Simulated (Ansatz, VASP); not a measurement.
## BN: VASP beside Ansatz

```
B N
1.0
     0.00000    5.43900    5.43900
     5.43900    0.00000    5.43900
     5.43900    5.43900    0.00000
B N
27 27
Cartesian
  0.0000 0.0000 0.0000
  1.8130 1.8130 0.0000
  3.6260 3.6260 0.0000
  1.8130 0.0000 1.8130
  3.6260 1.8130 1.8130
  5.4390 3.6260 1.8130
  3.6260 0.0000 3.6260
  5.4390 1.8130 3.6260
  7.2520 3.6260 3.6260
  0.0000 1.8130 1.8130
  1.8130 3.6260 1.8130
  3.6260 5.4390 1.8130
  1.8130 1.8130 3.6260
  3.6260 3.6260 3.6260
  5.4390 5.4390 3.6260
  3.6260 1.8130 5.4390
  5.4390 3.6260 5.4390
  7.2520 5.4390 5.4390
  0.0000 3.6260 3.6260
  1.8130 5.4390 3.6260
  3.6260 7.2520 3.6260
  1.8130 3.6260 5.4390
  3.6260 5.4390 5.4390
  5.4390 7.2520 5.4390
  3.6260 3.6260 7.2520
  5.4390 5.4390 7.2520
  7.2520 7.2520 7.2520
  2.7195 2.7195 2.7195
  4.5325 4.5325 2.7195
  6.3455 6.3455 2.7195
  4.5325 2.7195 4.5325
  6.3455 4.5325 4.5325
  8.1585 6.3455 4.5325
  6.3455 2.7195 6.3455
  8.1585 4.5325 6.3455
  9.9715 6.3455 6.3455
  2.7195 4.5325 4.5325
  4.5325 6.3455 4.5325
  6.3455 8.1585 4.5325
  4.5325 4.5325 6.3455
  6.3455 6.3455 6.3455
  8.1585 8.1585 6.3455
  6.3455 4.5325 8.1585
  8.1585 6.3455 8.1585
  9.9715 8.1585 8.1585
  2.7195 6.3455 6.3455
  4.5325 8.1585 6.3455
  6.3455 9.9715 6.3455
  4.5325 6.3455 8.1585
  6.3455 8.1585 8.1585
  8.1585 9.9715 8.1585
  6.3455 6.3455 9.9715
  8.1585 8.1585 9.9715
  9.9715 9.9715 9.9715
```

The cell is a database's computed one.

Alike in both runs: task single point; functional PBE; k mesh 2 × 2 × 2; occupations gaussian, width 0.05 eV; no spin polarisation.

```csv
,VASP,Ansatz
version,VASP 6.6.1,Ansatz 0.2.0
potentials or method,"VASP PAW PBE potentials, release 64 (B, N)","scalar-relativistic, plane waves, PAW"
plane-wave cutoff (eV),520,420
valence electrons in the cell,216,216
```

|  | VASP | Ansatz | Ansatz less VASP |
| --- | --- | --- | --- |
| gap on the k mesh at the Fermi level (eV) | 4.45 | 4.46 | +0.012 |

Ansatz warned: «structure_snapped_to_symmetry».

Caveats: the k mesh is coarse (spacing up to 0.50 Å⁻¹), so the values aren't converged. A k mesh can miss the band edges. As with any semilocal functional, this PBE gap is likely too small.
